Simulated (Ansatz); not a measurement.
Crystal: SiNi.

```
CELL_PARAMETERS angstrom
4.50369 0.00000 0.00000
0.00000 4.50369 0.00000
0.00000 0.00000 4.50369
ATOMIC_POSITIONS crystal
Ni 0.14950 0.14950 0.14950
Ni 0.64950 0.35050 0.85050
Ni 0.85050 0.64950 0.35050
Ni 0.35050 0.85050 0.64950
Si 0.84683 0.84683 0.84683
Si 0.34683 0.65317 0.15317
Si 0.15317 0.34683 0.65317
Si 0.65317 0.15317 0.34683
```

The cell is a database's computed one.

Base run:

```yaml
Program: Ansatz 0.2.0
Functional: PBEsol
Potentials_or_basis: Ansatz PAW
Cutoff: "420 eV (not typed: the program's choice for these potentials)"
k_mesh: 5 × 5 × 5
Occupations: fermi-dirac, width 0.05 eV
Spin: collinear spin, ferromagnetic start
Starting_moments: "[1.5, 1.5, 1.5, 1.5, 0.0, 0.0, 0.0, 0.0] μB"
Fixed_moment: 6 μB
```

Its results: pressure 9.1 GPa; site moments Ni +0.98; Si +0.26 μB; largest force 0.221 eV/Å.

**Question.** The run is repeated on the same cell with these changes: fixed moment from 6 μB to 8 μB; moments at the start from [1.5, 1.5, 1.5, 1.5, 0.0, 0.0, 0.0, 0.0] to [2.0, 2.0, 2.0, 2.0, 0.0, 0.0, 0.0, 0.0]. What comes out?

**Answer.** Pressure 16.7 GPa; site moments Ni +1.25; Si +0.36 μB; largest force 0.225 eV/Å.

Caveats: the total moment is fixed, so each spin has its own Fermi level; the PAW data sets come from PBE, with cores solved anew for the run's functional, which leaves a small shift of forces and pressure; the thresholds are loose for stress.
